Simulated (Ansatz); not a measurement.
## ZnS: generalised stacking fault

Theory: Ansatz, DFT PBE, scalar-relativistic, plane waves, PAW. Cutoff 420 eV, Γ-centred 8×8×3 k-points, Gaussian smearing of 0.05 eV. No spin polarisation. Energies are free energies at this smearing, counted from the undisturbed cell; pressure is positive in compression.

Zero of the scan (as given, not relaxed at this level; it stands at 2.3 GPa):

```xyz
8
Lattice="-3.8110 0.0000 0.0000 -1.9055 -3.3004 0.0000 0.0000 0.0000 12.4680" Properties=species:S:1:pos:R:3 pbc="T T T"
Zn   -1.9055   -1.1001    8.1510
Zn   -1.9055   -1.1001    1.9170
Zn   -3.8110   -2.2003   11.2680
Zn   -3.8110   -2.2003    5.0340
S    -1.9055   -1.1001   10.5510
S    -1.9055   -1.1001    4.3170
S    -3.8110   -2.2003    1.2000
S    -3.8110   -2.2003    7.4340
```

The cut lies on the cell's a–b face, a (0 0 1) plane (indices in the standard cell, whose axes needn't be the Cartesian ones shown) of area 12.58 Å², between layers 2.40 Å apart. Vector c is tilted by f times 1·a + 1·b (length 6.601 Å) with the atoms' Cartesian places fixed: one unrelaxed fault a cell.

| f | γ (mJ/m²) | shear traction, the slope of γ along the slip (GPa) | gap on the mesh (eV) |
| --- | --- | --- | --- |
| 0.0000 | 0 | 0.0 | 2.25 |
| 0.0833 | 117 | 4.1 | 2.14 |
| 0.1667 | 426 | 6.5 | 1.95 |
| 0.2500 | ? | ? | 1.74 |
| 0.3333 | 837 | 0.0 | 1.68 |
| 0.4167 | 818 | 0.1 | 1.65 |
| 0.5000 | 897 | 2.9 | 1.54 |
| 0.5833 | 1112 | 4.3 | 1.36 |
| 0.6667 | ? | 0.0 | ? |
| 0.7500 | 1041 | -7.7 | 1.42 |
| 0.8333 | 538 | -9.3 | 1.81 |
| 0.9167 | ? | ? | 2.09 |

Give the withheld values.

γ (mJ/m²) at f = 0.2500: 737; shear traction, the slope of γ along the slip (GPa) at f = 0.2500: 4.0; γ (mJ/m²) at f = 0.6667: 1262; gap on the mesh (eV) at f = 0.6667: 1.22; γ (mJ/m²) at f = 0.9167: 132; shear traction, the slope of γ along the slip (GPa) at f = 0.9167: -5.0.